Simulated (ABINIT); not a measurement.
Crystal: BaTiO3.

```
Ba Ti O
1.0
     2.82737    1.63238    2.31839
    -2.82737    1.63238    2.31839
     0.00000   -3.26476    2.31839
Ba Ti O
1 1 3
Direct
  0.00000 0.00000 0.00000
  0.48450 0.48450 0.48450
  0.50860 0.01750 0.50860
  0.01750 0.50860 0.50860
  0.50860 0.50860 0.01750
```

```yaml
Program: ABINIT 10.8.3 (patched build)
Task: relaxation of cell and atoms
Functional: r2SCAN
Potentials_or_basis: JTH PAW PBE v2.0
Cutoff: 762 eV
k_mesh: 4 × 4 × 4
Occupations: fermi-dirac, width 0.05 eV
Spin: no spin polarisation
```

At the start: pressure 3.9 GPa; volume 12.84 Å³/atom.

Question: Where does the relaxation end?

Answer: Over 10 steps the energy falls by 3.9 meV/atom and the volume is 13.23 Å³/atom (+3.0 %); space group R3m (No. 160, to 0.05 Å).

The path:
```
step  energy change (eV)  largest force (eV/Å)  pressure (GPa)  volume (Å³)
   1              0.0000                0.1196            3.88        64.20
   2             -0.0117                0.1139            1.69        64.97
   3             -0.0141                0.1760            0.04        65.62
   4             -0.0150                0.1722           -0.23        65.78
   5             -0.0177                0.0899           -0.61        66.27
   6             -0.0185                0.0613           -0.33        66.35
   7             -0.0188                0.0553           -0.09        66.27
   8             -0.0192                0.0420            0.11        66.18
   9             -0.0194                0.0278            0.16        66.15
  10             -0.0195                0.0129            0.11        66.16
```

Final structure:
```
Ba Ti O
1.0
     2.85343    1.64743    2.34563
    -2.85343    1.64743    2.34563
     0.00000   -3.29486    2.34563
Ba Ti O
1 1 3
Direct
  0.99642 0.99642 0.99642
  0.48130 0.48130 0.48130
  0.51014 0.02122 0.51014
  0.02122 0.51014 0.51014
  0.51014 0.51014 0.02122
```

Caveat: this set's barium file shifts pressures by 1.5 GPa and gaps by 0.1 eV against other sets; the PAW data sets were made with another functional, which shifts forces and pressure a little; the atomic spheres overlap.
